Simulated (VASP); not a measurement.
# ZnCu (Pm-3m) in VASP: further runs

One crystal, ZnCu, is run at these levels: r2SCAN; tasks: single point.

Everything below comes from runs of VASP 6.6.1. Logs are shortened: lines on timing, memory, paths and dates and some standing lists are left out, and cuts for length are marked.

### Step 1. The structure

The structure is cubic, space group Pm-3m (No. 221). The conventional cell has a = 2.945 Å, b = 2.945 Å, c = 2.945 Å, α = 90.00°, β = 90.00°, γ = 90.00°. Zn (site symmetry m-3m) is surrounded by 8 Cu at 2.55 Å. Cu (site symmetry m-3m) is surrounded by 8 Zn at 2.55 Å.

### Step 2. Single point, r2SCAN

INCAR

```
SYSTEM = ZnCu
PREC     = Accurate       ! precision mode
ENCUT    = 400            ! plane-wave cutoff, eV
EDIFF    = 1E-4           ! SCF threshold, eV
ISMEAR   = -1             ! smearing method
SIGMA    = 0.1            ! smearing width, eV
LREAL    = .FALSE.        ! projectors in reciprocal space
LASPH    = .TRUE.         ! aspherical terms in the spheres
NELM     = 100            ! most SCF steps
ALGO     = Normal         ! electronic algorithm
ISIF     = 2              ! what is computed and relaxed
LWAVE    = .FALSE.        ! write WAVECAR
LCHARG   = .FALSE.        ! write CHGCAR
METAGGA  = R2SCAN         ! meta-GGA
LMIXTAU  = .TRUE.       
ADDGRID  = .FALSE.
```

KPOINTS

```
regular mesh
0
G
  8 8 8
  0 0 0
```

POSCAR

```
ZnCu
1.0
    2.9450000000      0.0000000000      0.0000000000
    0.0000000000      2.9450000000      0.0000000000
    0.0000000000      0.0000000000      2.9450000000
Zn Cu
1 1
Direct
    0.5000000000      0.5000000000      0.5000000000
    0.0000000000      0.0000000000      0.0000000000
```

Potentials or basis: VASP PAW PBE potentials, release 64 (Zn, Cu).

The run is started by

```sh
> cat potpaw_PBE.64/Zn/POTCAR potpaw_PBE.64/Cu/POTCAR > POTCAR
> mpirun -np 1 vasp_std > vasp.out
```

OUTCAR:

```text
SYSTEM = ZnCu
   PREC = Accurate
   ENCUT = 400
   EDIFF = 1E-4
   ISMEAR = -1
   LREAL = .FALSE.
   LASPH = .TRUE.
   NELM = 100
   ISIF = 2
   METAGGA = R2SCAN

 Found     35 irreducible k-points:

 Following reciprocal coordinates:
            Coordinates               Weight
  0.000000  0.000000  0.000000      1.000000
  0.125000  0.000000  0.000000      6.000000
  0.250000  0.000000  0.000000      6.000000
  0.375000  0.000000  0.000000      6.000000
  0.500000  0.000000  0.000000      3.000000
  0.125000  0.125000  0.000000     12.000000
   k-points           NKPTS =     35   k-points in BZ     NKDIM =     35   number of bands    NBANDS=     15
   number of dos      NEDOS =    301   number of ions     NIONS =      2
   total plane-waves  NPLWV =   8000
   dimension x,y,z NGX =    20 NGY =   20 NGZ =   20
   dimension x,y,z NGXF=    40 NGYF=   40 NGZF=   40
   ions per type =               1   1
   NGX,Y,Z   is equivalent  to a cutoff of  11.29, 11.29, 11.29 a.u.
   NGXF,Y,Z  is equivalent  to a cutoff of  22.58, 22.58, 22.58 a.u.
 SYSTEM =  ZnCu
   PREC   = accura    normal or accurate (medium, high low for compatibility)
   ISTART =      0    job   : 0-new  1-cont  2-samecut
   ICHARG =      2    charge: 1-file 2-atom 10-const
   ISPIN  =      1    spin polarized calculation?
   LNONCOLLINEAR =      F non collinear calculations
   LSORBIT =      F    spin-orbit coupling
   LASPH  =      T    aspherical Exc in radial PAW
   ENCUT  =  400.0 eV  29.40 Ry    5.42 a.u.   4.80  4.80  4.80*2*pi/ulx,y,z
   NELM   =    100;   NELMIN=  2; NELMDL= -5     # of ELM steps
   EDIFF  = 0.1E-03   stopping-criterion for ELM
   LREAL  =      F    real-space projection
   EDIFFG = 0.1E-02   stopping-criterion for IOM
   NSW    =      0    number of steps for IOM
   IBRION =     -1    ionic relax: 0-MD 1-quasi-New 2-CG
   NFREE  =      0    steps in history (QN), initial steepest desc. (CG)
   ISIF   =      2    stress and relaxation
   ISYM   =      2    0-nonsym 1-usesym 2-fastsym
   POTIM  = 0.5000    time-step for ionic-motion
   TEBEG  =    0.0;   TEEND  =   0.0 temperature during run
   PSTRESS=    0.0 pullay stress
   NELECT =      23.0000    total number of electrons
   NUPDOWN=      -1.0000    fix difference up-down
   EMIN   =  10.00;   EMAX   =-10.00  energy-range for DOS
   EFERMI =   0.00;   METHOD = LEGACY
   ISMEAR =    -1;   SIGMA  =   0.10  broadening in eV -4-tet -1-fermi 0-gaus
   EFERMI_NEDOS =   21; number of points for ismear=-14 and -15
   IALGO  =     38    algorithm
   IMIX   =      4    mixing-type and parameters
     AMIX     =   0.40;   BMIX     =  1.00
     AMIX_MAG =   1.60;   BMIX_MAG =  1.00
  volume/ion in A,a.u.               =      12.77        86.18
  Fermi-wavevector in a.u.,A,eV,Ry     =   1.580880  2.987429 34.003415  2.499180
  Thomas-Fermi vector in A             =   2.681040
   LORBIT       =      0    0 simple, 1 ext, 2 COOP (PROOUT), +10 PAW based schemes
   METAGGA = R2SCAN    functional components
   LHFCALC =     F    Hartree Fock is set to
   AEXX    =    0.0000 exact exchange contribution
   IVDW    =     0    specifies the selected vdW correction
   LEPSILON=     F    determine dielectric tensor
   LRPA    =     F    only Hartree local field effects (RPA)
 non-spin polarized calculation
  energy-cutoff  :      400.00
  volume of cell :       25.54
 maximum number of plane-waves:       480
 NGX is ok and might be reduce to    20
   NGX =  9   NGY =  9   NGZ =  9

 number of electron      22.9999959 magnetization

 Free energy of the ion-electron system (eV)
  ---------------------------------------------------
  ext. energy  EPLUGINS =         0.00000000
  ---------------------------------------------------
  free energy    TOTEN  =       -19.95124833 eV

  energy without entropy =      -19.93237072  energy(sigma->0) =      -19.94180952

 E-fermi :   5.1519     XC(G=0): -13.5244

 val. band max:        4.9989606909   @ k =   0.3750   0.2500   0.1250
 cond. band min:       5.1935023844   @ k =   0.3750   0.3750   0.1250
 fundamental gap:      0.1945416934
 Fermi energy:         5.1518579214

 k-point     1 :       0.0000    0.0000    0.0000
  band No.  band energies     occupation
      1      -5.3893      2.00000
      2      -2.7912      2.00000
      3      -2.7912      2.00000
      4      -2.0655      2.00000
      5      -2.0655      2.00000
      6      -2.0655      2.00000
      7       1.6451      2.00000
      8       1.6451      2.00000
      9       2.5381      2.00000
     10       2.5381      2.00000
     11       2.5381      2.00000
     12      11.9909      0.00000
     13      11.9909      0.00000
     14      11.9909      0.00000
     15      16.8788      0.00000

 k-point     2 :       0.1250    0.0000    0.0000
  band No.  band energies     occupation
      1      -5.0954      2.00000
      2      -2.7582      2.00000
      3      -2.7298      2.00000
      4      -2.0908      2.00000
      5      -2.0908      2.00000
      6      -2.0536      2.00000
      7       1.6299      2.00000
      8       1.6680      2.00000
      9       2.4463      2.00000
     10       2.4463      2.00000
     11       2.5280      2.00000
     12       9.6900      0.00000
     13      12.4313      0.00000
     14      12.4313      0.00000
     15      17.0399      0.00000

 k-point     3 :       0.2500    0.0000    0.0000
  band No.  band energies     occupation
      1      -4.2526      2.00000
      2      -2.6770      2.00000
      3      -2.5516      2.00000
      4      -2.1510      2.00000
      5      -2.1510      2.00000
      6      -2.0248      2.00000
      7       1.5917      2.00000
      8       1.6584      2.00000
      9       2.2410      2.00000
     10       2.2410      2.00000
     11       2.5031      2.00000
     12       6.4190      0.00001
     13      13.6746      0.00000
     14      13.6746      0.00000
     15      17.5351      0.00000

 k-point     4 :       0.3750    0.0000    0.0000
  band No.  band energies     occupation
      1      -3.1721      2.00000
      2      -2.5934      2.00000
      3      -2.2107      2.00000
      4      -2.2107      2.00000
      5      -2.0845      2.00000
      6      -1.9953      2.00000
      7       1.1947      2.00000
      8       1.5514      2.00000
      9       2.0546      2.00000
     10       2.0546      2.00000
     11       2.4780      2.00000
     12       3.9864      1.99998
     13      15.5634      0.00000
     14      15.5634      0.00000
     15      18.3783      0.00000

 k-point     5 :       0.5000    0.0000    0.0000
  band No.  band energies     occupation
      1      -2.8162      2.00000
      2      -2.5577      2.00000
      3      -2.2354      2.00000
      4      -2.2354      2.00000
      5      -1.9831      2.00000
      6      -1.0034      2.00000
      7       0.0250      2.00000
      8       1.5342      2.00000
      9       1.9818      2.00000
     10       1.9818      2.00000
     11       2.4675      2.00000
     12       3.2830      2.00000
     13      17.7035      0.00000
     14      17.7035      0.00000
     15      18.2938      0.00000

 k-point     6 :       0.1250    0.1250    0.0000
  band No.  band energies     occupation
      1      -4.8070      2.00000
      2      -2.7162      2.00000
      3      -2.6809      2.00000
      4      -2.1159      2.00000
      5      -2.1026      2.00000
      6      -2.0629      2.00000
      7       1.6405      2.00000
      8       1.6822      2.00000
      9       2.3496      2.00000
     10       2.3867      2.00000
     11       2.5108      2.00000
     12       9.8263      0.00000
     13      10.3175      0.00000
     14      12.8511      0.00000
     15      17.5671      0.00000

 [... further k-points ...]

------------------------ aborting loop because EDIFF is reached ----------------------------------------

  FORCE on cell =-STRESS in cart. coord.  units (eV):
  Direction    XX          YY          ZZ          XY          YZ          ZX
  --------------------------------------------------------------------------------------
  -------------------------------------------------------------------------------------
  Total       -0.4861138     -0.4861138     -0.4861138     -0.0000000     -0.0000000     -0.0000000
  in kB      -30.4924719    -30.4924719    -30.4924719     -0.0000000     -0.0000000     -0.0000000
  external PRESSURE =     -30.4924719 kB  Pullay stress =       0.0000000 kB

 VOLUME and BASIS-vectors are now :
 -----------------------------------------------------------------------------
  energy-cutoff  :      400.00
  volume of cell :       25.54
      direct lattice vectors                 reciprocal lattice vectors
     2.945000000  0.000000000  0.000000000     0.339558574  0.000000000  0.000000000
     0.000000000  2.945000000  0.000000000     0.000000000  0.339558574  0.000000000
     0.000000000  0.000000000  2.945000000     0.000000000  0.000000000  0.339558574

 POSITION                                       TOTAL-FORCE (eV/Angst)
 -----------------------------------------------------------------------------------
      1.47250      1.47250      1.47250         0.000000      0.000000      0.000000
      0.00000      0.00000      0.00000         0.000000      0.000000      0.000000
 -----------------------------------------------------------------------------------
    total drift:                               -0.000000      0.000000     -0.000000

  FREE ENERGIE OF THE ION-ELECTRON SYSTEM (eV)
  ---------------------------------------------------
  free  energy   TOTEN  =       -19.9512483307 eV

  energy  without entropy=      -19.9323707186  energy(sigma->0) =      -19.94180952
```

Run time: 35 s. Hardware: 1 thread of Intel Xeon Platinum 8259CL at 2.50GHz (Skylake/Cascade Lake), shared host; peak memory 0.13 GiB.

These settings aren't checked as converged: the numbers below hold their error.

Results:

| Property | Result |
| --- | --- |
| Free energy | -19.9512 eV |
| Pressure | -3.0 GPa |
| Band gap on the k mesh | none (metal or under the smearing width) |

Caveat: the PAW data sets were made with another functional, which shifts forces and pressure a little.

### Step 3. Single point, r2SCAN

INCAR is that of step 2.

KPOINTS is that of step 2.

POSCAR

```
ZnCu
1.0
    2.9450000000      0.0000000000      0.0000000000
    0.0000000000      2.9450000000      0.0000000000
    0.0000000000      0.0000000000      2.9450000000
Zn Cu
1 1
Direct
    0.5128410000      0.4877280000      0.4845920000
   -0.0040920000      0.0326400000      0.0060300000
```

Potentials or basis: VASP PAW PBE potentials, release 64 (Zn, Cu).

The run is started by

```sh
> cat potpaw_PBE.64/Zn/POTCAR potpaw_PBE.64/Cu/POTCAR > POTCAR
> mpirun -np 1 vasp_std > vasp.out
```

It took 2.9 min on 1 thread of Intel Xeon Platinum 8259CL at 2.50GHz (Skylake/Cascade Lake), shared host; peak memory 0.19 GiB.

These settings aren't checked as converged: the numbers below hold their error.

What came out:

```yaml
Free_energy: -19.8929 eV
Pressure: -2.4 GPa
Largest_force: 0.767 eV/Å
Band_gap_on_the_k_mesh: none (metal or under the smearing width)
```

Caveat: the PAW data sets were made with another functional, which shifts forces and pressure a little.

### Step 4. Single point, r2SCAN

Edit INCAR of step 3 so:

```diff
@@ -3,3 +3,3 @@
 ENCUT    = 400            ! plane-wave cutoff, eV
-EDIFF    = 1E-4           ! SCF threshold, eV
+EDIFF    = 1E-5           ! SCF threshold, eV
 ISMEAR   = -1             ! smearing method
```

KPOINTS is that of step 3.

POSCAR

```
ZnCu
1.0
    2.9450000000      0.0000000000      0.0000000000
    0.0000000000      2.9450000000      0.0000000000
    0.0000000000      0.0000000000      2.9450000000
Zn Cu
1 1
Direct
    0.5000000000      0.5000000000      0.5000000000
    0.0000000000      0.0000000000      0.0000000000
```

The run is started by

```sh
> cat potpaw_PBE.64/Zn/POTCAR potpaw_PBE.64/Cu/POTCAR > POTCAR
> mpirun -np 1 vasp_std > vasp.out
```

Wall time 32 s (1 thread of Intel Xeon Platinum 8259CL at 2.50GHz (Skylake/Cascade Lake), shared host); peak memory 0.13 GiB.

The run converged, but some of its settings lie outside the range that counts as converged, so its numbers aren't taken as properties of the crystal.

What came out:

| Quantity | Value |
| --- | --- |
| Free energy | -19.9513 eV |
| Pressure | -3.0 GPa |
| Band gap on the k mesh | none (metal or under the smearing width) |

Caveat: the PAW data sets were made with another functional, which shifts forces and pressure a little.

### Step 5. The reference run

An earlier run on the cell as given: functional PBE; potentials or basis VASP PAW PBE potentials, release 64 (Zn, Cu); cutoff 520 eV; k mesh 9 × 9 × 9; occupations fermi-dirac, width 0.05 eV; no spin polarisation.

* Pressure: 3.1 GPa
* Band gap on the k mesh: none (metal or under the smearing width)
